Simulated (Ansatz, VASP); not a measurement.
HfN in VASP and in Ansatz

```
Hf N
1.0
     0.00000    2.30025    2.30025
     2.30025    0.00000    2.30025
     2.30025    2.30025    0.00000
Hf N
1 1
Direct
  0.00000 0.00000 0.00000
  0.50000 0.50000 0.50000
```

Change from the starting cell: volume scaled by 1.06.

Alike in both runs: task single point; functional PBE; k mesh 10 × 10 × 10; occupations fermi-dirac, width 0.05 eV; no spin polarisation.

|  | VASP | Ansatz |
| --- | --- | --- |
| version | VASP 6.6.1 | Ansatz 0.2.0 |
| potentials or method | VASP PAW PBE potentials, release 64 (Hf_pv, N) | Ansatz PAW |
| plane-wave cutoff (eV) | 520 | 420 |
| valence electrons in the cell | 15 | 31 |

Ansatz gave:

```
gap on the k mesh at the Fermi level (eV) : none
pressure (GPa)                            : -8.4
```

Task: Which values does VASP return?

Result: gap on the k mesh at the Fermi level (eV): none; pressure (GPa): -10.6.

A gap of «none» marks a metal or a gap that the smearing closes. With one functional, cell and mesh, what is left measures potentials, basis and numerics. The two sets of potentials don't hold the same shells in valence.

Caveats: the pressure holds a Pulay correction of +0.4 GPa for the finite cutoff (Ansatz). Spin-orbit coupling is left out, which matters for the levels of Hf.
